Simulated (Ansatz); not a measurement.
RbCl:

```xyz
2
Lattice="0.0000 3.2740 3.2740 3.2740 0.0000 3.2740 3.2740 3.2740 0.0000" Properties=species:S:1:pos:R:3 pbc="T T T"
Rb    0.0000    0.0000    0.0000
Cl    3.2740    3.2740    3.2740
```

Base run:

```yaml
Program: Ansatz 0.2.0
Functional: RPBE
Potentials_or_basis: all-electron LAPW, scalar-relativistic
Cutoff: 130 eV (chosen from the basis error)
Basis_error_allowed: 0.001 eV/atom
k_mesh: 7 × 7 × 7
Occupations: gaussian, width 0.1 eV
Spin: no spin polarisation
```

Its results: band gap on the k mesh 5.40 eV, direct; pressure 2.6 GPa.

Q: The run is repeated on the same cell with these changes: functional from RPBE to PBE. What comes out?

A: Band gap on the k mesh 5.05 eV, direct; pressure 1.2 GPa.

PBE binds more tightly than RPBE, so the same cell stands under less pressure.

Caveats: an odd mesh through Γ misses points on the zone boundary, where band edges often lie.
